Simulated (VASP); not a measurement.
The system is AlP.

```
CELL_PARAMETERS angstrom
0.00000 2.73570 2.73570
2.73570 0.00000 2.73570
2.73570 2.73570 0.00000
ATOMIC_POSITIONS crystal
Al 0.00000 0.00000 0.00000
P 0.25000 0.25000 0.25000
```

Program: VASP 6.6.1. Alike in all runs: no spin polarisation; cell as given; cutoff (eV) 520; smearing gaussian 0.03 eV. Hardware: 1 thread of Intel(R) Xeon(R) 6975P-C (Granite Rapids), with other jobs on the host.

Q: Order these runs on this cell by their wall time, lowest first.
A. task band structure; level LDA; potentials or basis VASP PAW LDA potentials, release 64 (Al, P); k mesh 8 × 8 × 8
B. task dielectric tensor; level PBE; potentials or basis VASP PAW PBE potentials, release 64 (Al, P); k mesh 14 × 14 × 14; monkhorst-Pack mesh yes
C. task band structure; level r2SCAN; potentials or basis VASP PAW PBE potentials, release 64 (Al, P); k mesh 8 × 8 × 8

A: A (24 s), C (110 s), B (860 s).
